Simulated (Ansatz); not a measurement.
# Al (Im-3m) in Ansatz: a series of runs

Runs on Al. Level: PBE. Tasks: single point.

All numbers are computed with Ansatz 0.2.0; they aren't measurements. Logs are shortened: lines on timing, memory, paths and dates and some standing lists are left out, and cuts for length are marked.

## 1. The structure

Symmetry: Im-3m, No. 229, cubic system. Conventional cell: a = 3.182 Å, b = 3.182 Å, c = 3.182 Å, α = 90.00°, β = 90.00°, γ = 90.00°. Al (site symmetry m-3m) is surrounded by 8 Al at 2.76 Å.

This isn't the form of Al at room conditions, which is fcc.

## 2. Single point, PBE

input.yaml

```yaml
crystal:
  lattice:
    - [-1.59121869, 1.59121869, 1.59121869]
    - [1.59121869, -1.59121869, 1.59121869]
    - [1.59121869, 1.59121869, -1.59121869]
  atoms:
    - { symbol: Al, position: [0.0, 0.0, 0.0] }
hamiltonian:
  xc: pbe
  pseudopotentials: { kind: paw }
kpoints:
  mp_grid: { grid: [12, 12, 12] }
scf:
  occupations: { method: gaussian, width: 0.022 }
output:
  forces: true
  stress: true
  eigenvalues: true
```

Potentials or basis: Ansatz PAW.

On the command line:

```
ansatz run input.yaml --threads 2 --pin off --max-ram 5632MiB --backend cpu --events-out ev --progress --plain --runs-dir out
```

The log of the run:

```text
Warning: RAYON_NUM_THREADS=2 ignored (pool sized by the plan → 2); use --threads N
Engine: ansatz 0.2.0, aarch64-unknown-linux-gnu
Pseudopotentials: kind: paw
Pseudopotential: Al, paw, valence charge 3, recommended cutoff 420 eV (normal), Al.paw.azcp
Functional definition: PBE
  parameter kappa = 0.804
  parameter beta = 0.06672455060314922
  exchange = pbe_x(kappa = kappa, mu = beta*pi^2/3)
  correlation = pbe_c(beta = beta)
Crystal: 1 atoms, lattice volume = 16.116 Å³
Basis set: ecut = 420 eV, 321 PW (Γ), exchange–correlation on 40×40×40 points (8 copies of the dense FFT grid, shifted against one another)
Bands: 6, of which v1, the nominal top of the filled ones, is band 2 counted from 1 (1 counted from 0)
Symmetry: 48 space group operations
Space group: Im-3m (ITA 229), of the structure as read, at distance tolerance 2.5e-5 Å
k-points: 72 of 1728
Non-local potential: Al, projectors of the file, l = 0: 2, l = 1: 2, l = 2: 1
PAW form: soft (Blöchl's): semilocal exchange-correlation on the pseudo side does not see the compensation charge
PAW one-centre angular grid: Al, 110 points (default); XC on 64 Gauss nodes
Initial density: superposition of atomic densities (neutral atoms: chi_scale 0, normalization atom), corrected by the library's trained network
Initial wavefunctions: pseudopotential atomic-orbital guess
Functional: x = pbe(κ = 0.804, μ = 0.2195149727645171), c = pbe(β = 0.06672455060314922)
SCF iter   1: F=—  HF=-537.392335 eV  |F-HF|=—  |Δ(HF+E_count)|=         —  Δρ=5.11e-4  dr2=2.20e-5  ethr=1.77e-3  ⟨swp⟩=4.8  Hψ=3897  notcnv=0
preconditioner: auto → none  [insulator: Δε(μ)=0.059 eV  Ē_g=13.433 eV  σ=0.022 eV  W_gap=0.71  n_scr=0 (ndim 8)  ℏωp=16.0 eV  f_vac=0.000  D(μ)=0.62/eV (n_scr^D=0)  ε∞_Penn≈2.4]
SCF iter   2: F=—  HF=-537.392340 eV  |F-HF|=—  |Δ(HF+E_count)|=   4.92e-6  Δρ=2.53e-4  dr2=5.26e-6  ethr=7.34e-7  ⟨swp⟩=1.9  Hψ=1113  notcnv=0  defer=2
iter 3 did not close the SCF: its close was put off for the readings that it lacked (scf_convergence_deferred on its scf_iter line)
SCF iter   3: F=-537.392344 eV  HF=-537.392344 eV  |F-HF|=1.68e-9  |Δ(HF+E_count)|=   3.95e-6  Δρ=9.32e-6  dr2=9.90e-9  ethr=1.75e-7  ⟨swp⟩=2.0  Hψ=516  notcnv=0  defer=2
iter 4 did not close the SCF: its close was put off for the readings that it lacked (scf_convergence_deferred on its scf_iter line)
SCF iter   4: F=-537.392344 eV  HF=-537.392344 eV  |F-HF|=6.41e-10  |Δ(HF+E_count)|=   1.64e-9  Δρ=3.15e-6  dr2=6.16e-10  ethr=3.30e-10  ⟨swp⟩=1.2  Hψ=428  notcnv=0  defer=2
iter 5 did not close the SCF: its close was put off for the readings that it lacked (scf_convergence_deferred on its scf_iter line)
SCF iter   5: F=-537.392344 eV  HF=-537.392344 eV  |F-HF|=4.55e-13  |Δ(HF+E_count)|=  6.93e-10  Δρ=4.99e-8  dr2=1.19e-13  ethr=2.05e-11  ⟨swp⟩=2.0  Hψ=517  notcnv=0  defer=2
SCF iter   6: F=-537.392344 eV  HF=-537.392344 eV  |F-HF|=1.14e-13  |Δ(HF+E_count)|=    0.00e0  Δρ=2.65e-9  dr2=8.12e-16  ethr=1.00e-12  ⟨swp⟩=2.1  Hψ=1476  notcnv=0
SCF 1 converged in 6 iterations: F = -537.392344 eV  dr2 = 8.12e-16
SCF converged after 6 iterations
Free energy (F): -537.392344 eV
Harris-Foulkes:  -537.392344 eV  (|F-HF|=1.14e-13)
Internal energy: -537.392195 eV  (E = F + TS)
E sigma→0 (E₀):  -537.392269 eV
Entropy (-TS):   -0.000149 eV (-0.149 meV/atom)
Fermi energy:    8.182321 eV
--- Per-component energies (eV) ---
  E_band       = 11.197202
  E_kinetic    = 23.059752
  E_local      = 10.292979  (includes V_loc(G=0)·N_el)
  E_nonlocal   = 10.555628
  E_hartree    = 0.069359
  E_xc         = -39.886772
  E_vxc        = -29.143445  (∫ρ·V_xc dr)
  E_paw        = -467.383796  (= ΣΔE_a)
  E_vpaw       = -3.706429  (= ΣTr[D̂ρ^β])
  E_aug_tail   = -0.000002  (compensation charges beyond the density's cutoff)
  E_ewald      = -74.099344
  E_smearing   = -0.000149  (= −TS)
  E_closure    = -0.000000  (closes the sum)
  Σ components = -537.392344   (vs F -537.392344, Δ=0.00e0)
--- Forces (eV/Å), atoms counted from 1 ---
  atom   1  Al    -0.00000000     0.00000000     0.00000000
  max |Σ_I F_I| component: 8.22e-33 eV/Å
--- Stress (GPa, compression-positive) ---
        3.885430       0.000000      -0.000000
       -0.000000       3.885430       0.000000
       -0.000000      -0.000000       3.885430
  P = ⅓ Tr σ = 3.8854 GPa (38.854 kbar)
--- Band table (eV; the first three rows and the last of 72) ---
  k-point 0: bands = ["-3.0959", "21.4880", "21.4880", "21.4880", "23.2490", "23.2490"]
  k-point 1: bands = ["-2.8931", "19.3858", "20.3972", "20.7403", "22.3972", "23.3587"]
  k-point 2: bands = ["-2.2863", "15.9498", "19.0387", "19.3891", "21.0501", "22.2079"]
  k-point 71: bands = ["10.1050", "10.1050", "10.1050", "11.1219", "11.1219", "14.0707"]
```

It took 0.32 s on 2 threads of Arm Neoverse V2, shared host; peak memory 0.24 GiB.

What came out:

```yaml
Free_energy: -537.3923 eV
Pressure: 3.9 GPa
Band_gap_on_the_k_mesh: none (metal or under the smearing width)
```

## 3. Single point, PBE

Edit input.yaml of step 2 so:

```diff
@@ -13,3 +13,3 @@
 scf:
-  occupations: { method: gaussian, width: 0.022 }
+  occupations: { method: gaussian, width: 0.023 }
 output:
```

Potentials or basis: Ansatz PAW.

On the command line:

```
ansatz run input.yaml --threads 2 --pin off --max-ram 5632MiB --backend cpu --events-out ev --progress --plain --runs-dir out
```

The log of the run:

```text
Warning: RAYON_NUM_THREADS=2 ignored (pool sized by the plan → 2); use --threads N
Engine: ansatz 0.2.0, aarch64-unknown-linux-gnu
Pseudopotentials: kind: paw
Pseudopotential: Al, paw, valence charge 3, recommended cutoff 420 eV (normal), Al.paw.azcp
Functional definition: PBE
  parameter kappa = 0.804
  parameter beta = 0.06672455060314922
  exchange = pbe_x(kappa = kappa, mu = beta*pi^2/3)
  correlation = pbe_c(beta = beta)
Crystal: 1 atoms, lattice volume = 16.116 Å³
Basis set: ecut = 420 eV, 321 PW (Γ), exchange–correlation on 40×40×40 points (8 copies of the dense FFT grid, shifted against one another)
Bands: 6, of which v1, the nominal top of the filled ones, is band 2 counted from 1 (1 counted from 0)
Symmetry: 48 space group operations
Space group: Im-3m (ITA 229), of the structure as read, at distance tolerance 2.5e-5 Å
k-points: 72 of 1728
Non-local potential: Al, projectors of the file, l = 0: 2, l = 1: 2, l = 2: 1
PAW form: soft (Blöchl's): semilocal exchange-correlation on the pseudo side does not see the compensation charge
PAW one-centre angular grid: Al, 110 points (default); XC on 64 Gauss nodes
Initial density: superposition of atomic densities (neutral atoms: chi_scale 0, normalization atom), corrected by the library's trained network
Initial wavefunctions: pseudopotential atomic-orbital guess
Functional: x = pbe(κ = 0.804, μ = 0.2195149727645171), c = pbe(β = 0.06672455060314922)
SCF iter   1: F=—  HF=-537.392342 eV  |F-HF|=—  |Δ(HF+E_count)|=         —  Δρ=5.11e-4  dr2=2.20e-5  ethr=1.77e-3  ⟨swp⟩=4.8  Hψ=3895  notcnv=0
preconditioner: auto → none  [insulator: Δε(μ)=0.059 eV  Ē_g=13.433 eV  σ=0.023 eV  W_gap=0.71  n_scr=0 (ndim 8)  ℏωp=16.0 eV  f_vac=0.000  D(μ)=0.59/eV (n_scr^D=0)  ε∞_Penn≈2.4]
SCF iter   2: F=—  HF=-537.392347 eV  |F-HF|=—  |Δ(HF+E_count)|=   4.92e-6  Δρ=2.53e-4  dr2=5.27e-6  ethr=7.34e-7  ⟨swp⟩=1.9  Hψ=1110  notcnv=0  defer=1
iter 3 did not close the SCF: its close was put off for the readings that it lacked (scf_convergence_deferred on its scf_iter line)
SCF iter   3: F=-537.392351 eV  HF=-537.392351 eV  |F-HF|=1.67e-9  |Δ(HF+E_count)|=   3.95e-6  Δρ=9.32e-6  dr2=9.91e-9  ethr=1.76e-7  ⟨swp⟩=2.0  Hψ=517  notcnv=0  defer=1
iter 4 did not close the SCF: its close was put off for the readings that it lacked (scf_convergence_deferred on its scf_iter line)
SCF iter   4: F=-537.392351 eV  HF=-537.392351 eV  |F-HF|=6.42e-10  |Δ(HF+E_count)|=   1.56e-9  Δρ=3.15e-6  dr2=6.15e-10  ethr=3.30e-10  ⟨swp⟩=1.2  Hψ=429  notcnv=0  defer=1
iter 5 did not close the SCF: its close was put off for the readings that it lacked (scf_convergence_deferred on its scf_iter line)
SCF iter   5: F=-537.392351 eV  HF=-537.392351 eV  |F-HF|=0.00e0  |Δ(HF+E_count)|=  6.95e-10  Δρ=4.99e-8  dr2=1.19e-13  ethr=2.05e-11  ⟨swp⟩=2.0  Hψ=518  notcnv=0  defer=1
SCF iter   6: F=-537.392351 eV  HF=-537.392351 eV  |F-HF|=1.14e-13  |Δ(HF+E_count)|=  5.68e-13  Δρ=2.66e-9  dr2=8.19e-16  ethr=1.00e-12  ⟨swp⟩=2.1  Hψ=1476  notcnv=0
SCF 1 converged in 6 iterations: F = -537.392351 eV  dr2 = 8.19e-16
SCF converged after 6 iterations
Free energy (F): -537.392351 eV
Harris-Foulkes:  -537.392351 eV  (|F-HF|=1.14e-13)
Internal energy: -537.392194 eV  (E = F + TS)
E sigma→0 (E₀):  -537.392272 eV
Entropy (-TS):   -0.000156 eV (-0.156 meV/atom)
Fermi energy:    8.181932 eV
--- Per-component energies (eV) ---
  E_band       = 11.197203
  E_kinetic    = 23.059755
  E_local      = 10.292985  (includes V_loc(G=0)·N_el)
  E_nonlocal   = 10.555617
  E_hartree    = 0.069359
  E_xc         = -39.886771
  E_vxc        = -29.143444  (∫ρ·V_xc dr)
  E_paw        = -467.383794  (= ΣΔE_a)
  E_vpaw       = -3.706427  (= ΣTr[D̂ρ^β])
  E_aug_tail   = -0.000002  (compensation charges beyond the density's cutoff)
  E_ewald      = -74.099344
  E_smearing   = -0.000156  (= −TS)
  E_closure    = -0.000000  (closes the sum)
  Σ components = -537.392351   (vs F -537.392351, Δ=0.00e0)
--- Forces (eV/Å), atoms counted from 1 ---
  atom   1  Al     0.00000000    -0.00000000     0.00000000
  max |Σ_I F_I| component: 8.22e-33 eV/Å
--- Stress (GPa, compression-positive) ---
        3.885324      -0.000000       0.000000
        0.000000       3.885324      -0.000000
       -0.000000      -0.000000       3.885324
  P = ⅓ Tr σ = 3.8853 GPa (38.853 kbar)
--- Band table (eV; the first three rows and the last of 72) ---
  k-point 0: bands = ["-3.0959", "21.4880", "21.4880", "21.4880", "23.2490", "23.2490"]
  k-point 1: bands = ["-2.8931", "19.3858", "20.3972", "20.7403", "22.3972", "23.3587"]
  k-point 2: bands = ["-2.2863", "15.9498", "19.0387", "19.3891", "21.0501", "22.2079"]
  k-point 71: bands = ["10.1050", "10.1050", "10.1050", "11.1219", "11.1219", "14.0707"]
```

Run time: 0.33 s. Hardware: 2 threads of Arm Neoverse V2, shared host; peak memory 0.24 GiB.

Results:

| Property | Result |
| --- | --- |
| Free energy | -537.3924 eV |
| Pressure | 3.9 GPa |
| Band gap on the k mesh | none (metal or under the smearing width) |

Levels at points of the mesh, in eV from the Fermi level:
| k point | band 1 | band 2 | band 3 | band 4 | band 5 | band 6 |
| --- | --- | --- | --- | --- | --- | --- |
| (0.00, 0.00, 0.00) | -11.28 | 13.31 | 13.31 | 13.31 | 15.07 | 15.07 |
| (0.00, 0.00, -0.50) | -4.39 | -3.88 | 8.28 | 8.36 | 10.16 | 11.59 |
| (-0.50, -0.50, -0.50) | 1.92 | 1.92 | 1.92 | 2.94 | 2.94 | 5.89 |
